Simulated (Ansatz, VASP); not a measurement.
# Cross-check of MoPO5 between VASP and Ansatz, part 2 of 2

Aim: how closely do two programs agree when they are given the same cell, functional and k mesh? The cell is taken from a series of runs on this material, whose earlier steps may have relaxed, scaled, displaced or heated it; both programs get it as it stands.

VASP 6.6.1 and Ansatz 0.2.0.

So far: The structure; Ansatz: relaxation of cell and atoms, r2SCAN.

## (3) VASP: relaxation of cell and atoms, r2SCAN

Level of this step: r2SCAN, spin-polarised from an antiferromagnetic start; plane waves and PAW (Mo_sv, P, O) (VASP).

The same cell, functional, mesh and smearing now go to VASP, with its own data sets.

Lines of VASP's logs that name or quote its potential files are left out, and so is its time.

INCAR

```
SYSTEM = MoPO5
PREC = Accurate
ENCUT = 660
EDIFF = 1E-07
NELM = 200
ISMEAR = 0
SIGMA = 0.02
LREAL = .FALSE.
ALGO = Normal
METAGGA = R2SCAN
LASPH = .TRUE.
NBANDS = 70
ISPIN = 2
MAGMOM = 0.4 -0.4 -0 -0 0.02 0.02 0.02 0.02 0.06 -0.06 -0.02 -0.02 -0.02 -0.02
LMAXMIX = 4
LORBIT = 11
LWAVE = .FALSE.
LCHARG = .FALSE.
ISIF = 3
IBRION = 2
NSW = 80
EDIFFG = -0.005
GGA_COMPAT = .FALSE.
NELMIN = 4
LMIXTAU = .TRUE.
KPAR = 4
```

POSCAR

```
MoPO5
1.0
    6.2061310000      0.0000000000      0.0000000000
    0.0000000000      6.2061310000      0.0000000000
    0.0000000000      0.0000000000      4.2141990000
Mo P O
2 2 10
Direct
    0.0000000000      0.4999999194      0.8053727411
    0.5000000000      0.9999999194      0.1946272589
    0.5000000000      0.4999999194      0.5000000000
    0.0000000000      0.9999999194      0.5000000000
    0.6929131854      0.5558622594      0.7094240210
    0.0558623400      0.8070867340      0.7094240210
    0.9441376600      0.1929131048      0.7094240210
    0.3070868146      0.4441375794      0.7094240210
    0.5000000000      0.9999999194      0.7968612778
    0.0000000000      0.4999999194      0.2031387222
    0.1929131854      0.0558622594      0.2905759790
    0.5558623400      0.3070867340      0.2905759790
    0.4441376600      0.6929131048      0.2905759790
    0.8070868146      0.9441375794      0.2905759790
```

KPOINTS

```
Automatic mesh
0
Gamma
4 4 6
0 0 0
```

Potentials, in the order of the species: Mo_sv, P and O (PBE family, release 64).

Launch:

```
$ mpirun -np 4 vasp_std
```

Numbers of over 12 decimals in the logs are rounded to 6 here.

The program printed:

```text
[banner, memory and clock lines left out]
running    4 mpi-ranks, on    1 nodes
 distrk:  each k-point on    1 cores,    4 groups
 distr:  one band on    1 cores,    1 groups

 POSCAR found type information on POSCAR MoP O
 POSCAR found :  3 types and      14 ions
|                                                                             |
|               ----> ADVICE to this user running VASP <----                  |
|                                                                             |
|     You enforced a specific xc type in the INCAR file but a different       |
|     [... a line on the potential file left out ...]
|     I HOPE YOU KNOW WHAT YOU ARE DOING!                                     |
|                                                                             |

 LDA part: xc-table for (None), standard interpolation
 POSCAR, INCAR and KPOINTS ok, starting setup
 FFT: planning ... GRIDC
 FFT: planning ... GRID_SOFT
 FFT: planning ... GRID
 WAVECAR not read
 entering main loop
       N       E                     dE             d eps       ncg     rms          rms(c)
DAV:   1     0.852300598670E+03    0.85230E+03   -0.65383E+04  6776   0.169E+03
DAV:   2    -0.161610621786E+03   -0.10139E+04   -0.97663E+03  7936   0.421E+02
DAV:   3    -0.215627816030E+03   -0.54017E+02   -0.53424E+02  8040   0.992E+01
DAV:   4    -0.216200705839E+03   -0.57289E+00   -0.57118E+00  8152   0.108E+01
DAV:   5    -0.216206623549E+03   -0.59177E-02   -0.59152E-02  7906   0.109E+00    0.849E+01
DAV:   6    -0.173488325623E+03    0.42718E+02   -0.54235E+01  7144   0.396E+01    0.254E+01
DAV:   7    -0.160183368262E+03    0.13305E+02   -0.84353E+00  7310   0.169E+01    0.195E+01
DAV:   8    -0.161075958565E+03   -0.89259E+00   -0.16706E+00  7448   0.702E+00    0.733E+00
DAV:   9    -0.161384057867E+03   -0.30810E+00   -0.35723E-01  7028   0.326E+00    0.297E+00
DAV:  10    -0.161479808001E+03   -0.95750E-01   -0.60210E-02  7254   0.150E+00    0.153E+00
DAV:  11    -0.161462448685E+03    0.17359E-01   -0.27818E-02  7148   0.109E+00    0.587E-01
DAV:  12    -0.161501842913E+03   -0.39394E-01   -0.20296E-02  6858   0.909E-01    0.208E-01
DAV:  13    -0.161502199011E+03   -0.35610E-03   -0.45467E-03  7652   0.340E-01    0.983E-02
DAV:  14    -0.161503739028E+03   -0.15400E-02   -0.11940E-03  7056   0.195E-01    0.480E-02
DAV:  15    -0.161503773191E+03   -0.34163E-04   -0.11408E-04  7550   0.594E-02    0.136E-02
DAV:  16    -0.161503781191E+03   -0.79992E-05   -0.20431E-05  7480   0.202E-02    0.543E-03
DAV:  17    -0.161503781496E+03   -0.30521E-06   -0.17512E-06  7320   0.748E-03    0.288E-03
DAV:  18    -0.161503782647E+03   -0.11511E-05   -0.61308E-07  6712   0.505E-03    0.853E-04
DAV:  19    -0.161503782778E+03   -0.13153E-06   -0.13781E-07  4682   0.208E-03    0.511E-04
DAV:  20    -0.161503782802E+03   -0.23225E-07   -0.27636E-08  4488   0.848E-04
   1 F= -.16150378E+03 E0= -.16150378E+03  d E =-.161504E+03  mag=     0.0000
[... from here on, the cycles between the ionic steps are left out ...]
   2 F= -.16144199E+03 E0= -.16144199E+03  d E =0.617889E-01  mag=    -0.0000
   3 F= -.16150749E+03 E0= -.16150749E+03  d E =-.370719E-02  mag=    -0.0000
   4 F= -.16150749E+03 E0= -.16150749E+03  d E =-.370813E-02  mag=     0.0000
   5 F= -.16150732E+03 E0= -.16150732E+03  d E =0.175490E-03  mag=    -0.0000
   6 F= -.16150759E+03 E0= -.16150759E+03  d E =-.101659E-03  mag=     0.0000
   7 F= -.16150759E+03 E0= -.16150759E+03  d E =-.101649E-03  mag=     0.0000
   8 F= -.16150762E+03 E0= -.16150762E+03  d E =-.229850E-04  mag=     0.0000
   9 F= -.16150762E+03 E0= -.16150762E+03  d E =-.260819E-04  mag=    -0.0000
 curvature:  -0.63 expect dE=-0.417E-04 dE for cont linesearch -0.498E-08
 trial: gam= 1.38023 g(F)=  0.197E-04 g(S)=  0.469E-04 ort =-0.650E-06 (trialstep = 0.261E+00)
 search vector abs. value=  0.166E-03
 bond charge predicted
       N       E                     dE             d eps       ncg     rms          rms(c)
DAV:   1    -0.161507627919E+03   -0.92828E-05   -0.25840E-03  6768   0.269E-01    0.389E-02
DAV:   2    -0.161507630283E+03   -0.23639E-05   -0.78742E-05  7376   0.447E-02    0.180E-02
DAV:   3    -0.161507629837E+03    0.44650E-06   -0.42509E-06  7756   0.104E-02    0.107E-02
DAV:   4    -0.161507630170E+03   -0.33342E-06   -0.64545E-07  7548   0.403E-03    0.313E-03
DAV:   5    -0.161507630376E+03   -0.20597E-06   -0.11653E-07  4588   0.195E-03    0.120E-03
DAV:   6    -0.161507630497E+03   -0.12124E-06   -0.31575E-08  3720   0.103E-03    0.591E-04
DAV:   7    -0.161507630549E+03   -0.51621E-07   -0.51063E-09  3624   0.440E-04
  10 F= -.16150763E+03 E0= -.16150763E+03  d E =-.118890E-04  mag=    -0.0000
 trial-energy change:   -0.000012  1 .order   -0.000012   -0.000017   -0.000008
 step:   0.4744(harm=  0.4744)  dis= 0.00061  next Energy=  -161.507634 (dE=-0.156E-04)
 reached required accuracy - stopping structural energy minimisation
```

OUTCAR, selected parts (step 3):

```text
ion  position               nearest neighbor table
   1  0.000  0.500  0.805-  10 1.68   8 1.98   7 1.98   5 1.98   6 1.98  10 2.54
   2  0.500  1.000  0.195-   9 1.68  13 1.98  14 1.98  11 1.98  12 1.98   9 2.54
   3  0.500  0.500  0.500-  12 1.53   8 1.53  13 1.53   5 1.53
   4  0.000  1.000  0.500-   6 1.53   7 1.53  14 1.53  11 1.53
   5  0.693  0.556  0.709-   3 1.53   1 1.98
   6  0.056  0.807  0.709-   4 1.53   1 1.98
   7  0.944  0.193  0.709-   4 1.53   1 1.98
   8  0.307  0.444  0.709-   3 1.53   1 1.98
   9  0.500  1.000  0.797-   2 1.68   2 2.54
  10  0.000  0.500  0.203-   1 1.68   1 2.54
  11  0.193  0.056  0.291-   4 1.53   2 1.98
  12  0.556  0.307  0.291-   3 1.53   2 1.98
  13  0.444  0.693  0.291-   3 1.53   2 1.98
  14  0.807  0.944  0.291-   4 1.53   2 1.98

  LATTYP: Found a simple tetragonal cell.
 ALAT       =     6.2061310000
 C/A-ratio  =     0.6790380351

 Subroutine GETGRP returns: Found  8 space group operations
 (whereof  4 operations were pure point group operations)

The static configuration has the point symmetry S_4 .
 The point group associated with its full space group is C_4h.

 Found     24 irreducible k-points:

   k-points           NKPTS =     24   k-points in BZ     NKDIM =     24   number of bands    NBANDS=     70

   dimension x,y,z NGX =    54 NGY =   54 NGZ =   36
   dimension x,y,z NGXF=   108 NGYF=  108 NGZF=   72

   ENCUT  =  660.0 eV  48.51 Ry    6.96 a.u.  13.00 13.00  8.83*2*pi/ulx,y,z

   NELECT =      98.0000    total number of electrons

 k-points in reciprocal lattice and weights: Automatic mesh
   0.00000000  0.00000000  0.00000000       0.010
   0.25000000  0.00000000  0.00000000       0.042
   0.50000000  0.00000000  0.00000000       0.021
   0.25000000  0.25000000  0.00000000       0.042
   0.50000000  0.25000000  0.00000000       0.042
   0.50000000  0.50000000  0.00000000       0.010
   0.00000000  0.00000000  0.16666667       0.021
   0.25000000  0.00000000  0.16666667       0.083
   0.50000000  0.00000000  0.16666667       0.042
[...]
0.50000000  0.25000000  0.50000000       0.042
   0.50000000  0.50000000  0.50000000       0.010

 average (electrostatic) potential at core
       1 -84.2299       2 -84.2299       3 -89.2737       4 -89.2737       5 -75.0540
       6 -75.0540       7 -75.0540       8 -75.0540       9 -75.7412      10 -75.7412
      11 -75.0540      12 -75.0540      13 -75.0540      14 -75.0540

 E-fermi :   4.7540

 spin component 1
 k-point     1 :       0.0000    0.0000    0.0000
  band No.  band energies     occupation
    ...
     45       1.3798      1.00000
     46       1.5416      1.00000
     47       1.5416      1.00000
     48       2.1103      1.00000
     49       4.3881      1.00000
     50       6.2807      0.00000
     51       6.2807      0.00000
     52       6.3469      0.00000
     53       6.6814      0.00000
     54       6.6814      0.00000
    ...

 k-point     2 :       0.2500    0.0000    0.0000
  band No.  band energies     occupation
    ...
     45       1.3803      1.00000
     46       1.4761      1.00000
     47       1.5921      1.00000
     48       2.0869      1.00000
     49       4.4258      1.00000
     50       6.0663      0.00000
     51       6.2662      0.00000
     52       6.2991      0.00000
     53       6.5739      0.00000
     54       6.6761      0.00000
    ...

 k-point     3 :       0.5000    0.0000    0.0000
  band No.  band energies     occupation
    ...
     45       1.4305      1.00000
     46       1.4556      1.00000
     47       1.8377      1.00000
     48       1.8974      1.00000
     49       4.4775      1.00000
     50       5.8458      0.00000
     51       6.2604      0.00000
     52       6.2614      0.00000
     53       6.4423      0.00000
     54       6.6723      0.00000
    ...

 k-point     4 :       0.2500    0.2500    0.0000
  band No.  band energies     occupation
    ...
     45       1.4995      1.00000
     46       1.5502      1.00000
     47       1.5972      1.00000
     48       2.0769      1.00000
     49       4.4091      1.00000
     50       6.0620      0.00000
     51       6.0774      0.00000
     52       6.2249      0.00000
     53       6.4749      0.00000
     54       6.6317      0.00000
    ...

 k-point     5 :       0.5000    0.2500    0.0000
  band No.  band energies     occupation
    ...
     45       1.5272      1.00000
     46       1.5795      1.00000
     47       1.8659      1.00000
     48       1.9143      1.00000
     49       4.4108      1.00000
     50       5.8608      0.00000
     51       6.0717      0.00000
     52       6.2402      0.00000
     53       6.2999      0.00000
     54       6.5733      0.00000
    ...

 k-point     6 :       0.5000    0.5000    0.0000
  band No.  band energies     occupation
    ...
     45       1.6092      1.00000
     46       1.6812      1.00000
     47       1.9266      1.00000
     48       1.9266      1.00000
     49       4.3589      1.00000
     50       5.8735      0.00000
     51       5.8735      0.00000
     52       6.2691      0.00000
     53       6.2911      0.00000
     54       6.2911      0.00000
    ...

  Total       -0.0568282     -0.0568282     -0.0166927      0.0000050      0.0000000      0.0000000
  in kB       -0.5603056     -0.5603056     -0.1645843      0.0000494      0.0000000      0.0000000
  external PRESSURE =      -0.4283985 kB  Pullay stress =       0.0000000 kB

  energy-cutoff  :      660.00
  volume of cell :      162.50
      direct lattice vectors                 reciprocal lattice vectors
     6.206910220 -0.000000249 -0.000000000     0.161110756 -0.000000006 -0.000000000
     0.000000249  6.206910220  0.000000000     0.000000006  0.161110756  0.000000000
    -0.000000000 -0.000000000  4.217921138    -0.000000000 -0.000000000  0.237083617

 POSITION                                       TOTAL-FORCE (eV/Angst)
 -----------------------------------------------------------------------------------
      0.00000      3.10345      3.39460        -0.000000     -0.000000     -0.000284
      3.10346      6.20691      0.82332        -0.000000     -0.000000      0.000284
      3.10346      3.10345      2.10896        -0.000000     -0.000000     -0.000000
      0.00000      6.20691      2.10896        -0.000000     -0.000000     -0.000000
      4.30039      3.45058      2.99149         0.002060      0.002020      0.000843
      0.34713      5.00998      2.99149         0.002020     -0.002060      0.000843
      5.85978      1.19693      2.99149        -0.002020      0.002060      0.000843
      1.90652      2.75633      2.99149        -0.002060     -0.002020      0.000843
      3.10346      6.20691      3.35597        -0.000000     -0.000000     -0.004331
      0.00000      3.10345      0.86195        -0.000000     -0.000000      0.004331
      1.19693      0.34713      1.22643         0.002060      0.002020     -0.000843
      3.45058      1.90652      1.22643         0.002020     -0.002060     -0.000843
      2.75633      4.30038      1.22643        -0.002020      0.002060     -0.000843
      5.00998      5.85978      1.22643        -0.002060     -0.002020     -0.000843
 -----------------------------------------------------------------------------------
    total drift:                                0.000633      0.002564     -0.000000

  FREE ENERGIE OF THE ION-ELECTRON SYSTEM (eV)
  ---------------------------------------------------
  free  energy   TOTEN  =      -161.5076305490 eV

  energy  without entropy=     -161.5076305490  energy(sigma->0) =     -161.50763055

 reached required accuracy - stopping structural energy minimisation

 total charge
# of ion       s       p       d       tot
------------------------------------------
    1        2.334   6.283   3.728  12.345
    2        2.334   6.283   3.728  12.345
    3        0.889   1.511   0.000   2.400
    4        0.889   1.511   0.000   2.400
    5        1.564   3.657   0.000   5.221
    6        1.564   3.657   0.000   5.221
    7        1.564   3.657   0.000   5.221
    8        1.564   3.657   0.000   5.221
    9        1.602   3.438   0.000   5.040
   10        1.602   3.438   0.000   5.040
   11        1.564   3.657   0.000   5.221
   12        1.564   3.657   0.000   5.221
   13        1.564   3.657   0.000   5.221
   14        1.564   3.657   0.000   5.221
--------------------------------------------------
tot         22.162  51.721   7.455  81.337

 magnetization (x)
# of ion       s       p       d       tot
------------------------------------------
    1        0.006   0.006   0.844   0.856
    2       -0.006  -0.006  -0.844  -0.856
    3        0.000   0.000   0.000   0.000
    4        0.000   0.000   0.000   0.000
    5        0.001   0.019   0.000   0.020
    6        0.001   0.019   0.000   0.020
    7        0.001   0.019   0.000   0.020
    8        0.001   0.019   0.000   0.020
    9        0.001   0.062   0.000   0.063
   10       -0.001  -0.062   0.000  -0.063
   11       -0.001  -0.019   0.000  -0.020
   12       -0.001  -0.019   0.000  -0.020
   13       -0.001  -0.019   0.000  -0.020
   14       -0.001  -0.019   0.000  -0.020
--------------------------------------------------
tot          0.000   0.000   0.000   0.000

[... 1 further part left out ...]
```

CONTCAR:

```
MoPO5
   1.00000000000000
     6.2069102203069280   -0.0000002491756570   -0.0000000000000000
     0.0000002491756570    6.2069102203069280    0.0000000000000000
    -0.0000000000000000   -0.0000000000000000    4.2179211383922963
  Mo              P               O
     2     2    10
Direct
     0.0000000000000000    0.4999999193999969    0.8048037597535794
     0.5000000000000000    0.9999999193999969    0.1951962402464206
     0.5000000000000000    0.4999999193999969    0.5000000000000000
     0.0000000000000000    0.9999999193999969    0.5000000000000000
     0.6928383576275787    0.5559260063408039    0.7092337675851229
     0.0559260869408000    0.8071615617724253    0.7092337675851229
     0.9440739130592001    0.1928382770275756    0.7092337675851229
     0.3071616423724213    0.4440738324591969    0.7092337675851229
     0.5000000000000000    0.9999999193999969    0.7956446694375473
     0.0000000000000000    0.4999999193999969    0.2043553305624527
     0.1928383576275787    0.0559260063408039    0.2907662324148770
     0.5559260869407999    0.3071615617724253    0.2907662324148770
     0.4440739130592000    0.6928382770275756    0.2907662324148770
     0.8071616423724213    0.9440738324591970    0.2907662324148770
```

## (4) Differences

Known differences besides the potentials themselves: VASP starts from the moments at which Ansatz ended; VASP keeps PBE cores, Ansatz makes them for the functional; the cutoff is 500 eV in Ansatz and 660 eV in VASP; Ansatz adds a Pulay correction to the stress that steers its cell, VASP none; site moments are counted in spheres of each program's own size. Total energies have different zeros and are not compared.

Compared:

```
                                         quantity  Ansatz    VASP  difference
                                      volume (Å³)  164.66  162.50     +1.33 %
edge a after relaxation, in the typed setting (Å)   6.202   6.207     -0.08 %
edge c after relaxation, in the typed setting (Å)   4.281   4.218     +1.49 %
                               moment on Mo1 (μB)    0.40    0.86       -0.46
                               moment on Mo2 (μB)   -0.40   -0.86       +0.46
                               moment on O10 (μB)   -0.06   -0.06        0.00
                                moment on O9 (μB)    0.06    0.06        0.00
```

The two runs ended with unlike total or site moments, perhaps in different magnetic states; the other differences may follow from that, so they don't measure the programs' precision.

## (5) Outcome

```
difference in moment on Mo1 (relaxation of cell and atoms, r2SCAN)                                 : -0.46 μB
difference in edge c after relaxation, in the typed setting (relaxation of cell and atoms, r2SCAN) : 1.5 %
```

In words: The difference in edge c after relaxation, in the typed setting is 1.5 % (relaxation of cell and atoms, r2SCAN), beyond the 1.2 % picked in this series as the mark of a large difference, as far as the stopping tolerances let one tell. The runs of the relaxation of cell and atoms, r2SCAN pair ended with unlike moments, so it says little about numerical agreement. By the marks of this series, far apart in the relaxation of cell and atoms, r2SCAN pair: the difference in edge c after relaxation, in the typed setting, 1.5 %. What causes the difference of the relaxation of cell and atoms, r2SCAN pair stays open here. How closely two codes agree says nothing of how well the functional describes the real material.

[Lines on the potential files, build, host, timing and source positions are cut from VASP's logs without a mark.]

[Logs are printed without paths, hosts, clocks, repeated set-up lines and the standing remarks that a program may print on its own settings, such as how far it seeks lower states.]

[Hosts, paths, dates, database ids (printed as entryN), source tags and the programs' standing remarks are cut or masked in the printed files.]
